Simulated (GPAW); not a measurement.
TiTe2:

```
Te Ti
1.0
     3.77700    0.00000    0.00000
    -1.88850    3.27098    0.00000
     0.00000    0.00000    6.49800
Te Ti
2 1
Direct
  0.33333 0.66667 0.73720
  0.66667 0.33333 0.26280
  0.00000 0.00000 0.00000
```

| Item | Value |
| --- | --- |
| Program | GPAW 26.7.0 |
| Task | relaxation of cell and atoms |
| Functional | PBEsol |
| Dispersion | D3(BJ)+ATM |
| Potentials or basis | PAW data sets generated in the run's folder for this functional |
| Cutoff | 600 eV |
| Basis | pw |
| k mesh | 7 × 7 × 4 |
| Occupations | fermi-dirac, width 0.05 eV |
| Spin | no spin polarisation |

At the start: pressure -5.2 GPa; volume 26.76 Å³/atom.

Problem. Where does the relaxation end?

Solution. Over 9 steps the energy falls by 51.3 meV/atom and the volume is 23.50 Å³/atom (-12.2 %); space group P-3m1 (No. 164, to 0.05 Å).

The path:
| step | energy change (eV) | largest force (eV/Å) | pressure (GPa) | volume (Å³) |
| --- | --- | --- | --- | --- |
| 1 | 0.0000 | 0.1355 | -5.19 | 80.28 |
| 2 | -0.0289 | 0.0148 | -4.44 | 79.29 |
| 3 | -0.0957 | 0.6160 | 0.05 | 74.20 |
| 4 | -0.1044 | 0.5598 | -0.05 | 73.98 |
| 5 | -0.1480 | 0.0429 | 0.33 | 70.07 |
| 6 | -0.1508 | 0.0231 | -0.08 | 70.86 |
| 7 | -0.1511 | 0.0156 | -0.06 | 70.80 |
| 8 | -0.1532 | 0.0309 | 0.07 | 70.40 |
| 9 | -0.1538 | 0.0171 | 0.03 | 70.50 |

Final structure:
```
CELL_PARAMETERS angstrom
3.62597 0.00000 0.00000
-1.81298 3.14018 0.00000
0.00000 0.00000 6.19130
ATOMIC_POSITIONS crystal
Te 0.33333 0.66667 0.72146
Te 0.66667 0.33333 0.27854
Ti 0.00000 0.00000 0.00000
```

Caveat: later steps reuse the first step's grids.
